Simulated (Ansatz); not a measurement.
Input, command and steps of an Ansatz relaxation.

```yaml
crystal:
  lattice:
    - [4.0533639932, 0.0, 0.0]
    - [0.0, 4.0533639932, 0.0]
    - [0.0, 0.0, 4.0533639932]
  atoms:
    - { symbol: Ti, position: [0.0, 0.0, 0.0] }
    - { symbol: Al, position: [0.5, 0.0, 0.5] }
    - { symbol: Al, position: [0.0, 0.5, 0.5] }
    - { symbol: Al, position: [0.5, 0.5, 0.0] }
basis:
  ecutwfc: 420
kpoints:
  mp_grid: { grid: [10, 10, 10] }
hamiltonian:
  xc: pbe
scf:
  occupations: { method: gaussian, width: 0.1 }
output:
  forces: true
  stress: true
  eigenvalues: true
  write_density: true
  write_potential: true
  elf: true
  volumetric_format: npy
relax:
  adjacent_minimum: "off"
  f_tol: 0.01
  max_steps: 60
  cell: { stress_tol: 0.1 }
```

```bash
ansatz run input.yaml --threads 1 --pin off --max-ram 2560MiB --backend cpu --events-out ev --progress --plain --runs-dir out
```

The calculation used DFT PBE, scalar-relativistic, plane waves, PAW (Ansatz 0.2.0).

Of 5 frames 5 are shown, positions in Å and forces in eV/Å; the SCF threshold varies from step to step. Steps run on the plane waves of an earlier cell, with a Pulay correction in the pressure. The basis is chosen afresh for the last frame, the zero of the energies, and at times for earlier ones too; energy and pressure step there, also at an unchanged geometry.

```xyz
4
Lattice="4.0534 0.0000 0.0000 0.0000 4.0534 0.0000 0.0000 0.0000 4.0534" Properties=species:S:1:pos:R:3:forces:R:3 pbc="T T T" step=1 free_energy_over_end_meV_per_atom=15.20 pressure_GPa=-5.21
Ti    0.0000    0.0000    0.0000    0.0000    0.0000    0.0000
Al    2.0267    0.0000    2.0267    0.0000    0.0000    0.0000
Al    0.0000    2.0267    2.0267    0.0000    0.0000    0.0000
Al    2.0267    2.0267    0.0000    0.0000    0.0000    0.0000
4
Lattice="3.9338 0.0000 0.0000 0.0000 3.9338 0.0000 0.0000 0.0000 3.9338" Properties=species:S:1:pos:R:3:forces:R:3 pbc="T T T" step=2 free_energy_over_end_meV_per_atom=6.11 pressure_GPa=4.00
Ti    0.0000    0.0000    0.0000    0.0000    0.0000    0.0000
Al    1.9669    0.0000    1.9669    0.0000    0.0000    0.0000
Al    0.0000    1.9669    1.9669    0.0000    0.0000    0.0000
Al    1.9669    1.9669    0.0000    0.0000    0.0000    0.0000
4
Lattice="3.9840 0.0000 0.0000 0.0000 3.9840 0.0000 0.0000 0.0000 3.9840" Properties=species:S:1:pos:R:3:forces:R:3 pbc="T T T" step=3 free_energy_over_end_meV_per_atom=-0.19 pressure_GPa=-0.32
Ti    0.0000    0.0000    0.0000    0.0000    0.0000    0.0000
Al    1.9920    0.0000    1.9920    0.0000    0.0000    0.0000
Al    0.0000    1.9920    1.9920    0.0000    0.0000    0.0000
Al    1.9920    1.9920    0.0000    0.0000    0.0000    0.0000
4
Lattice="3.9801 0.0000 0.0000 0.0000 3.9801 0.0000 0.0000 0.0000 3.9801" Properties=species:S:1:pos:R:3:forces:R:3 pbc="T T T" step=4 free_energy_over_end_meV_per_atom=-0.25 pressure_GPa=-0.01
Ti    0.0000    0.0000    0.0000    0.0000    0.0000    0.0000
Al    1.9900    0.0000    1.9900    0.0000    0.0000    0.0000
Al    0.0000    1.9900    1.9900    0.0000    0.0000    0.0000
Al    1.9900    1.9900    0.0000    0.0000    0.0000    0.0000
4
Lattice="3.9801 0.0000 0.0000 0.0000 3.9801 0.0000 0.0000 0.0000 3.9801" Properties=species:S:1:pos:R:3:forces:R:3 pbc="T T T" step=5 free_energy_over_end_meV_per_atom=0.00 pressure_GPa=-0.03
Ti    0.0000    0.0000    0.0000    0.0000    0.0000    0.0000
Al    1.9900    0.0000    1.9900    0.0000    0.0000    0.0000
Al    0.0000    1.9900    1.9900    0.0000    0.0000    0.0000
Al    1.9900    1.9900    0.0000    0.0000    0.0000    0.0000
```

It took 20 s on 1 thread of Oxide Virtual Turin-like Processor (Zen 5), on a shared host, peak memory 0.42 GiB.